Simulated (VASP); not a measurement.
Write the native input for VASP 6.6.1 that does the following.

* Task: single point
* Functional: PBEsol
* Potentials or basis: VASP PAW PBE potentials, release 64 (Mg)
* Cutoff: 900 eV
* k mesh: 15 × 15 × 8
* Occupations: gaussian, width 0.1 eV
* Spin: no spin polarisation
* Further INCAR settings: ALGO = Fast; EDIFF = 1e-06; NBANDS = 9

The structure of Mg lies in POSCAR:

```
Mg
1.0
    3.1874100000      0.0000000000      0.0000000000
   -1.5937000000      2.7603800000      0.0000000000
    0.0000000000      0.0000000000      5.1056200000
Mg
2
Direct
    0.3333300000      0.6666700000      0.2500000000
    0.6666700000      0.3333300000      0.7500000000
```

These files were run (other wordings do the same):

INCAR

```
SYSTEM = Mg
PREC = Accurate
ENCUT = 900
EDIFF = 1E-6
ISMEAR = 0
SIGMA = 0.1
LREAL = .False.
LASPH = .True.
NELM = 80
ALGO = Fast
ISIF = 2
LWAVE = .False.
LCHARG = .True.
GGA = PS
LELF = .True.
LVHAR = .True.
NBANDS = 9
```

KPOINTS

```
regular mesh
0
Gamma
  15 15 8
  0 0 0
```

Potentials or basis: VASP PAW PBE potentials, release 64 (Mg).

Run with:

```console
$ cat potpaw_PBE.64/Mg/POTCAR > POTCAR
$ mpirun -np 1 vasp_std > vasp.out
```

It gave:

The pressure is 0.0 GPa and the band gap on the k mesh is none (metal or under the smearing width).

Caveat: the PAW data sets were made with another functional, which shifts forces and pressure a little.

Run time: 100 s on 1 thread of Intel(R) Xeon(R) Platinum 8259CL CPU @ 2.50GHz (Skylake/Cascade Lake) (shared host), peak memory 0.43 GiB.
